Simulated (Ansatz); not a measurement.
# MoS₂: energy over the lattice constants a and c

A grid of calculations on MoS2 (R3m, No. 160; 3 atoms in the cell), to see where the energy is lowest and how it rises around there.

Method: DFT LDA+D3(BJ), scalar-relativistic, plane waves, PAW, in Ansatz 0.2.0.

1 further run of the same task is left out (set aside as unsound or not needed).

### 1 The system as given

The structure is trigonal, space group R3m (No. 160). The conventional cell has a = 3.094 Å, b = 3.094 Å, c = 16.966 Å, α = 90.00°, β = 90.00°, γ = 120.00°. Mo (site symmetry 3m) has 6 S at 2.37 Å as nearest neighbours. Around S (site symmetry 3m) lie 3 Mo at 2.37 Å.

Coordinates:

```
Mo S
1.0
     1.54693    0.89312    5.65535
    -1.54693    0.89312    5.65535
     0.00000   -1.78624    5.65535
Mo S
1 2
Direct
  0.00007 0.00007 0.00007
  0.75817 0.75817 0.75817
  0.57507 0.57507 0.57507
```

It is the result of an earlier relaxation at this level (volume 15.63 Å³/atom; gap on the mesh: 0.35 eV).

### 3 Setting up the map

The energy is mapped over the lattice constants a and c of the conventional cell.

The axes are (1) lattice constant a (and b): 5 values from 3.001 to 3.187 Å; (2) lattice constant c: 5 values from 13.30 to 20.63 Å.

Nothing else is relaxed (fractional coordinates fixed). Energies count from the relaxed crystal. Points are written as (first, second).

(The set-up runs are not shown.)

### 4 The run at (3.094 Å, 20.63 Å)

Contents of input.yaml:

```yaml
crystal:
  lattice:
    - [1.5469324036, 0.8931218396, 6.8769]
    - [-1.5469324036, 0.8931218396, 6.8769]
    - [0.0, -1.7862436792, 6.8769]
  atoms:
    - { symbol: Mo, position: [6.75998e-05, 6.75998e-05, 6.75998e-05] }
    - { symbol: S, position: [0.7581661549, 0.7581661549, 0.7581661549] }
    - { symbol: S, position: [0.5750662452, 0.5750662452, 0.5750662452] }
basis:
  ecutwfc: 420
kpoints:
  mp_grid: { grid: [12, 12, 12] }
hamiltonian:
  xc: lda
  pseudopotentials: { kind: paw, azcp: { folder: soft_1 } }
  dispersion: d3bj
scf:
  occupations: { method: gaussian, width: 0.03 }
output:
  forces: true
  stress: true
  eigenvalues: true
```

Run with:

```console
$ ansatz run input.yaml --threads 1 --pin off --max-ram 2048MiB --backend cpu --events-out ev --progress --plain --runs-dir out
```

The session goes on with these runs: the other points that were computed.

What does the calculation give? Wanted: lowest point; highest computed point; band gap on the k-mesh.

As calculated:

```
                   quantity                                                                               value
               lowest point                                                      (3.094 Å, 16.97 Å), 0 meV/atom
     highest computed point                                  (3.001 Å, 13.30 Å), 1482 meV/atom above the lowest
band gap on the k-mesh (eV)  0.00 at (3.001 Å, 13.30 Å) to 0.88 at (3.047 Å, 18.80 Å); 0.39 at the lowest point
        time for all points                                                     12 min on 1 thread, shared host
```

What this shows: The lowest computed point is at (3.094 Å, 16.97 Å), which is the relaxed crystal itself. The highest computed point, (3.001 Å, 13.30 Å), lies 1482 meV/atom above the lowest. The gap closes in part of the range. A rigid map gives upper bounds: relaxing the other coordinates can only lower a point.

These are semilocal Kohn-Sham gaps, which aren't the measured quantity. Such gaps usually fall short of the measured ones.
